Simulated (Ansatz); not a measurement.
**Si under changes of volume**

One of the cells (20.165 Å³/atom); the others are scaled copies at fixed shape and fractional positions:

```
CELL_PARAMETERS angstrom
0.00000 2.72185 2.72185
2.72185 0.00000 2.72185
2.72185 2.72185 0.00000
ATOMIC_POSITIONS crystal
Si 0.50000 0.50000 0.50000
Si 0.75000 0.75000 0.75000
```

| Property | Result |
| --- | --- |
| Program | Ansatz 0.2.0 |
| Functional | LDA |
| Potentials or basis | Ansatz PAW |
| Cutoff | 420 eV (not typed: the program's choice for these potentials) |
| k mesh | 8 × 8 × 8 |
| Occupations | fermi-dirac, width 0.05 eV |
| Spin | no spin polarisation |

```tsv
volume (Å³/atom)	energy over the lowest point (meV/atom)	pressure (GPa)	gap on the mesh (eV)
18.955	9.21	4.1	0.43
19.358	1.88	1.8	0.46
19.761	0.00	-0.3	0.50
20.165	3.04	-2.1	0.53
20.568	10.48	-3.8	0.56
20.971	21.88	-5.3	0.58
21.375	?	?	?
```

What does the run at 21.375 Å³/atom give?

Energy over the lowest point 36.83 meV/atom; pressure -6.6 GPa; gap on the mesh 0.61 eV.

Worked out: A Birch-Murnaghan fit of order 3 (a polynomial in V^(-2/3)) to the other rows has its minimum at 19.71 Å³/atom with B0 = V·E''(V) = 97 GPa and B' = 4.2. It gives 36.88 meV/atom at 21.375 Å³/atom, against the run's 36.83, and -dE/dV = -6.6 GPa, against -6.6. A straight line through the other rows of the gap, of slope 1.53 eV per unit of ln V, extrapolates to 0.62 eV, against the run's 0.61.

Energies are extrapolated to zero smearing.

Caveats: the PAW data sets come from PBE, with cores solved anew for the run's functional, which leaves a small shift of forces and pressure.

A mesh can miss the band edges.
